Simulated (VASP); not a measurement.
# SnS (Pnma) in VASP: relaxation of cell and atoms with PBEsol

Aim: the relaxation of cell and atoms of SnS with PBEsol.

All numbers are computed with VASP 6.6.1; they aren't measurements. Logs are shortened: lines on timing, memory, paths and dates and some standing lists are left out, and cuts for length are marked.

**1. The crystal as given**

It takes space group Pnma (No. 62, orthorhombic). Conventional cell: a = 11.083 Å, b = 3.984 Å, c = 4.242 Å, α = 90.00°, β = 90.00°, γ = 90.00°. Sn (site symmetry m) has 3 S at 2.63 to 2.67 Å as nearest neighbours. Around S (site symmetry m) lie 3 Sn at 2.63 to 2.67 Å.

**2. Relaxation of cell and atoms, PBEsol**

The input, INCAR:

```
ALGO = Normal ; EDIFF = 1E-7
EDIFFG = -0.005 ; ENCUT = 600
GGA = PS ; IBRION = 2
ISIF = 3 ; ISMEAR = 0
KPAR = 2 ; LASPH = True
LCHARG = False ; LREAL = False
LWAVE = False ; NELM = 80
NSW = 90 ; PREC = Accurate
SIGMA = 0.03
```

The input, KPOINTS:

```
k-points
0
Gamma
  4 8 6
```

The input, POSCAR:

```
SnS                                     
1.0
   11.0829687475      0.0000000000      0.0000000000
    0.0000000000      3.9844557026     -0.0000000000
    0.0000000000     -0.0000000000      4.2424904910
  Sn              S             
     4     4
Direct
     0.1183073383210545    0.2500000000000000    0.1134200440550193
     0.3816926616789455    0.7500000000000000    0.6134200440550192
     0.6183073383210547    0.2500000000000000    0.3865799559449807
     0.8816926616789453    0.7500000000000000    0.8865799559449808
     0.8534911899086042    0.2500000000000000    0.4730776793230354
     0.6465088100913958    0.7500000000000000    0.9730776793230351
     0.3534911899086045    0.2500000000000000    0.0269223206769646
     0.1465088100913955    0.7500000000000000    0.5269223206769649
```

Potentials or basis: VASP PAW PBE potentials, release 64 (Sn_d, S).

Command:

```bash
> cat potpaw_PBE.64/Sn_d/POTCAR potpaw_PBE.64/S/POTCAR > POTCAR
> mpirun -np 2 vasp_std > vasp.out
```

OUTCAR:

```text
EDIFF = 1E-7
   EDIFFG = -0.005
   ENCUT = 600
   GGA = PS
   IBRION = 2
   ISIF = 3
   ISMEAR = 0
   LASPH = True
   LREAL = False
   NELM = 80
   NSW = 90
   PREC = Accurate

 ion  position               nearest neighbor table
   1  0.118  0.250  0.113-   7 2.63   8 2.67   8 2.67   8 3.20   8 3.20   4 3.43   4 3.43
   2  0.382  0.750  0.613-   8 2.63   7 2.67   7 2.67   7 3.20   7 3.20   3 3.43   3 3.43
   3  0.618  0.250  0.387-   5 2.63   6 2.67   6 2.67   6 3.20   6 3.20   2 3.43   2 3.43
   4  0.882  0.750  0.887-   6 2.63   5 2.67   5 2.67   5 3.20   5 3.20   1 3.43   1 3.43
   5  0.853  0.250  0.473-   3 2.63   4 2.67   4 2.67   4 3.20   4 3.20
   6  0.647  0.750  0.973-   4 2.63   3 2.67   3 2.67   3 3.20   3 3.20
   7  0.353  0.250  0.027-   1 2.63   2 2.67   2 2.67   2 3.20   2 3.20
   8  0.147  0.750  0.527-   2 2.63   1 2.67   1 2.67   1 3.20   1 3.20

  LATTYP: Found a simple orthorhombic cell.
 ALAT       =     3.9844557026
 B/A-ratio  =     1.0647603607
 C/A-ratio  =     2.7815515028

  Lattice vectors:

 A1 = (   0.0000000000,   3.9844557026,   0.0000000000)
 A2 = (   0.0000000000,   0.0000000000,   4.2424904910)
 A3 = (  11.0829687475,   0.0000000000,   0.0000000000)

Analysis of symmetry for initial positions (statically):
=====================================================================
 Subroutine PRICEL returns:
 Original cell was already a primitive cell.

 Routine SETGRP: Setting up the symmetry group for a
 simple orthorhombic supercell.

 Subroutine GETGRP returns: Found  8 space group operations
 (whereof  2 operations were pure point group operations)
 out of a pool of  8 trial point group operations.

The static configuration has the point symmetry S_2 .
 The point group associated with its full space group is D_2h.

Analysis of symmetry for dynamics (positions and initial velocities):
=====================================================================
 Subroutine PRICEL returns:
 Original cell was already a primitive cell.

 Routine SETGRP: Setting up the symmetry group for a
 simple orthorhombic supercell.

 Subroutine GETGRP returns: Found  8 space group operations
 (whereof  2 operations were pure point group operations)
 out of a pool of  8 trial point group operations.

The dynamic configuration has the point symmetry S_2 .
 The point group associated with its full space group is D_2h.

 Subroutine INISYM returns: Found  8 space group operations
 (whereof  2 operations are pure point group operations),
 and found     1 'primitive' translations

----------------------------------------------------------------------------------------

                                     Primitive cell

  volume of cell :     187.3467

  direct lattice vectors                    reciprocal lattice vectors
    11.082968748  0.000000000  0.000000000     0.090228532  0.000000000  0.000000000
     0.000000000  3.984455703  0.000000000     0.000000000  0.250975309  0.000000000
     0.000000000  0.000000000  4.242490491     0.000000000  0.000000000  0.235710605

  length of vectors
    11.082968748  3.984455703  4.242490491     0.090228532  0.250975309  0.235710605

  position of ions in fractional coordinates (direct lattice)
     0.118307338  0.250000000  0.113420044
     0.381692662  0.750000000  0.613420044
     0.618307338  0.250000000  0.386579956
     0.881692662  0.750000000  0.886579956
     0.853491190  0.250000000  0.473077679
     0.646508810  0.750000000  0.973077679
     0.353491190  0.250000000  0.026922321
     0.146508810  0.750000000  0.526922321

  ion indices of the primitive-cell ions
   primitive index   ion index
                 1           1
                 2           2
                 3           3
                 4           4
                 5           5
                 6           6
                 7           7
                 8           8

----------------------------------------------------------------------------------------

 KPOINTS: k-points

Automatic generation of k-mesh.
 Grid dimensions read from file:
 generate k-points for:    4    8    6

 Generating k-lattice:

  Cartesian coordinates                     Fractional coordinates (reciprocal lattice)
     0.022557133  0.000000000  0.000000000     0.250000000  0.000000000  0.000000000
     0.000000000  0.031371914  0.000000000     0.000000000  0.125000000  0.000000000
     0.000000000  0.000000000  0.039285101     0.000000000  0.000000000  0.166666667

  Length of vectors
     0.022557133  0.031371914  0.039285101

  Shift w.r.t. Gamma in fractional coordinates (k-lattice)
     0.000000000  0.000000000  0.000000000

 Subroutine IBZKPT returns following result:
 ===========================================

 Found     60 irreducible k-points:

 Following reciprocal coordinates:
            Coordinates               Weight
  0.000000  0.000000  0.000000      1.000000
  0.250000  0.000000  0.000000      2.000000
  0.500000  0.000000  0.000000      1.000000
  0.000000  0.125000  0.000000      2.000000
  0.250000  0.125000  0.000000      4.000000
  0.500000  0.125000  0.000000      2.000000
[... 16 lines left out ...]
  0.250000  0.250000  0.166667      8.000000
  0.500000  0.250000  0.166667      4.000000
 [... further k-points ...]
   k-points           NKPTS =     60   k-points in BZ     NKDIM =     60   number of bands    NBANDS=     48
   number of dos      NEDOS =    301   number of ions     NIONS =      8
   total plane-waves  NPLWV = 103680
   dimension x,y,z NGX =    90 NGY =   32 NGZ =   36
   dimension x,y,z NGXF=   180 NGYF=   64 NGZF=   72
   ions per type =               4   4
   NGX,Y,Z   is equivalent  to a cutoff of  13.50, 13.35, 14.11 a.u.
   NGXF,Y,Z  is equivalent  to a cutoff of  27.00, 26.70, 28.21 a.u.
 SYSTEM =  unknown system
   PREC   = accura    normal or accurate (medium, high low for compatibility)
   ISTART =      0    job   : 0-new  1-cont  2-samecut
   ICHARG =      2    charge: 1-file 2-atom 10-const
   ISPIN  =      1    spin polarized calculation?
   LNONCOLLINEAR =      F non collinear calculations
   LSORBIT =      F    spin-orbit coupling
   LASPH  =      T    aspherical Exc in radial PAW
   ENCUT  =  600.0 eV  44.10 Ry    6.64 a.u.  22.14  7.96  8.47*2*pi/ulx,y,z
   NELM   =     80;   NELMIN=  2; NELMDL= -5     # of ELM steps
   EDIFF  = 0.1E-06   stopping-criterion for ELM
   LREAL  =      F    real-space projection
   EDIFFG = -.5E-02   stopping-criterion for IOM
   NSW    =     90    number of steps for IOM
   IBRION =      2    ionic relax: 0-MD 1-quasi-New 2-CG
   NFREE  =      1    steps in history (QN), initial steepest desc. (CG)
   ISIF   =      3    stress and relaxation
   ISYM   =      2    0-nonsym 1-usesym 2-fastsym
   POTIM  = 0.5000    time-step for ionic-motion
   TEBEG  =    0.0;   TEEND  =   0.0 temperature during run
   PSTRESS=    0.0 pullay stress
   NELECT =      80.0000    total number of electrons
   NUPDOWN=      -1.0000    fix difference up-down
   EMIN   =  10.00;   EMAX   =-10.00  energy-range for DOS
   EFERMI =   0.00;   METHOD = LEGACY
   ISMEAR =     0;   SIGMA  =   0.03  broadening in eV -4-tet -1-fermi 0-gaus
   EFERMI_NEDOS =   21; number of points for ismear=-14 and -15
   IALGO  =     38    algorithm
   IMIX   =      4    mixing-type and parameters
     AMIX     =   0.40;   BMIX     =  1.00
     AMIX_MAG =   1.60;   BMIX_MAG =  1.00
  volume/ion in A,a.u.               =      23.42       158.03
  Fermi-wavevector in a.u.,A,eV,Ry     =   1.232791  2.329637 20.677780  1.519774
  Thomas-Fermi vector in A             =   2.367547
   LORBIT       =      0    0 simple, 1 ext, 2 COOP (PROOUT), +10 PAW based schemes
   GGA     = PS    functional components
   LHFCALC =     F    Hartree Fock is set to
   AEXX    =    0.0000 exact exchange contribution
   IVDW    =     0    specifies the selected vdW correction
   LEPSILON=     F    determine dielectric tensor
   LRPA    =     F    only Hartree local field effects (RPA)
 conjugate gradient relaxation of ions
 non-spin polarized calculation
 Gauss-broadening in eV      SIGMA  =   0.03
  energy-cutoff  :      600.00
  volume of cell :      187.35
 maximum number of plane-waves:      6278
 NGX is ok and might be reduce to    90
   NGX = 45   NGY = 15   NGZ = 17

--------------------------------------- Ionic step        1  -------------------------------------------

 number of electron      80.0000006 magnetization

 Free energy of the ion-electron system (eV)
  ---------------------------------------------------
  ext. energy  EPLUGINS =         0.00000000
  ---------------------------------------------------
  free energy    TOTEN  =       -38.39014663 eV

  energy without entropy =      -38.39014663  energy(sigma->0) =      -38.39014663

------------------------ aborting loop because EDIFF is reached ----------------------------------------

  FORCE on cell =-STRESS in cart. coord.  units (eV):
  Direction    XX          YY          ZZ          XY          YZ          ZX
  --------------------------------------------------------------------------------------
  -------------------------------------------------------------------------------------
  Total        0.0413820     -0.0639923     -0.0240518      0.0000000      0.0000000      0.0000000
  in kB        0.3538961     -0.5472580     -0.2056892      0.0000000      0.0000000      0.0000000
  external PRESSURE =      -0.1330170 kB  Pullay stress =       0.0000000 kB
[... 107 lines left out ...]
  FREE ENERGIE OF THE ION-ELECTRON SYSTEM (eV)
  ---------------------------------------------------
  free  energy   TOTEN  =       -38.3901948230 eV

  energy  without entropy=      -38.3901948230  energy(sigma->0) =      -38.39019482

[... ionic steps 4 to 11 ...]

--------------------------------------- Ionic step       12  -------------------------------------------

 number of electron      80.0000007 magnetization

------------------------ aborting loop because EDIFF is reached ----------------------------------------

  FORCE on cell =-STRESS in cart. coord.  units (eV):
  Direction    XX          YY          ZZ          XY          YZ          ZX
  --------------------------------------------------------------------------------------
  -------------------------------------------------------------------------------------
  Total       -0.0027314     -0.0398386      0.0209673      0.0000000     -0.0000000      0.0000000
  in kB       -0.0233805     -0.3410082      0.1794747      0.0000000     -0.0000000      0.0000000
  external PRESSURE =      -0.0616380 kB  Pullay stress =       0.0000000 kB
[... 69 lines left out ...]
  energy  without entropy=      -38.3904385071  energy(sigma->0) =      -38.39043851

--------------------------------------- Ionic step       14  -------------------------------------------

 number of electron      80.0000006 magnetization

 Free energy of the ion-electron system (eV)
  ---------------------------------------------------
  ext. energy  EPLUGINS =         0.00000000
  ---------------------------------------------------
  free energy    TOTEN  =       -38.39045679 eV

  energy without entropy =      -38.39045679  energy(sigma->0) =      -38.39045679

 E-fermi :   6.6795     XC(G=0): -10.2085

 val. band max:        6.4988732369   @ k =   0.5000   0.0000   0.5000
 cond. band min:       7.2224096464   @ k =   0.0000   0.0000   0.0000
 fundamental gap:      0.7235364095
 Fermi energy:         6.6795218895

 k-point     1 :       0.0000    0.0000    0.0000
  band No.  band energies     occupation
      1     -14.7247      2.00000
      2     -14.7024      2.00000
      3     -14.7005      2.00000
      4     -14.6930      2.00000
      5     -14.6879      2.00000
      6     -14.6835      2.00000
[... 1213 lines left out ...]
     47      10.1086      0.00000
     48      10.1086      0.00000

 [... further k-points ...]
[... 5 lines left out ...]
  --------------------------------------------------------------------------------------
  -------------------------------------------------------------------------------------
  Total       -0.0305345     -0.0081590      0.0200705      0.0000000      0.0000000      0.0000000
  in kB       -0.2613788     -0.0698416      0.1718055      0.0000000      0.0000000      0.0000000
  external PRESSURE =      -0.0531383 kB  Pullay stress =       0.0000000 kB
[... 23 lines left out ...]
  FREE ENERGIE OF THE ION-ELECTRON SYSTEM (eV)
  ---------------------------------------------------
  free  energy   TOTEN  =       -38.3904567879 eV

  energy  without entropy=      -38.3904567879  energy(sigma->0) =      -38.39045679

 reached required accuracy - stopping structural energy minimisation
```

It took 32 min on 2 MPI ranks of Intel Xeon Platinum 8488C (Sapphire Rapids), shared host; peak memory 0.64 GiB.

Results:

- Free energy: -38.3905 eV
- Relaxed volume: 23.40 Å³/atom
- Relaxed cell: a = 11.102 Å, b = 3.986 Å, c = 4.230 Å, α = 90.00°, β = 90.00°, γ = 90.00°
- Space group after relaxing (to 0.05 Å): Pnma (No. 62)
- Energy gained by relaxing: 0.0 meV/atom
- Ionic steps: 14
- Pressure after relaxing: 0.0 GPa
- Largest force after relaxing: 0.003 eV/Å
- Band gap on the k mesh: 0.72 eV, indirect (least direct gap 1.08 eV)

Forces in eV/Å, atoms in the order of the input:
```
Sn   0.002  0.000 -0.002
Sn  -0.002  0.000 -0.002
Sn   0.002  0.000  0.002
Sn  -0.002  0.000  0.002
S    0.003  0.000  0.002
S   -0.003  0.000  0.002
S    0.003  0.000 -0.002
S   -0.003  0.000 -0.002
```

Step by step:
| step | energy change (eV) | largest force (eV/Å) | pressure (GPa) | volume (Å³) |
| --- | --- | --- | --- | --- |
| 1 | 0.0000 | 0.0091 | -0.01 | 187.35 |
| 2 | 0.0000 | 0.0093 | 0.00 | 187.29 |
| 3 | 0.0000 | 0.0102 | 0.01 | 187.23 |
| 4 | 0.0000 | 0.0100 | 0.01 | 187.25 |
| 5 | -0.0001 | 0.0073 | 0.00 | 187.25 |
| 6 | -0.0001 | 0.0058 | -0.02 | 187.26 |
| 7 | -0.0001 | 0.0051 | 0.01 | 187.18 |
| 8 | -0.0001 | 0.0061 | 0.03 | 187.12 |
| 9 | -0.0002 | 0.0060 | 0.03 | 187.12 |
| 10 | -0.0002 | 0.0061 | 0.02 | 187.13 |
| 11 | -0.0003 | 0.0062 | 0.01 | 187.14 |
| 12 | -0.0003 | 0.0071 | -0.01 | 187.18 |
| 13 | -0.0003 | 0.0068 | 0.00 | 187.17 |
| 14 | -0.0003 | 0.0031 | -0.01 | 187.17 |

Final structure:
```
Sn S
1.0
    11.10224    0.00000    0.00000
     0.00000    3.98561    0.00000
     0.00000    0.00000    4.22986
Sn S
4 4
Direct
  0.11852 0.25000 0.10999
  0.38148 0.75000 0.60999
  0.61852 0.25000 0.39001
  0.88148 0.75000 0.89001
  0.85325 0.25000 0.47437
  0.64675 0.75000 0.97437
  0.35325 0.25000 0.02563
  0.14675 0.75000 0.52563
```

Caveat: the PAW data sets were made with another functional, which shifts forces and pressure a little; spin-orbit coupling is left out, which moves the levels of the heavy elements.
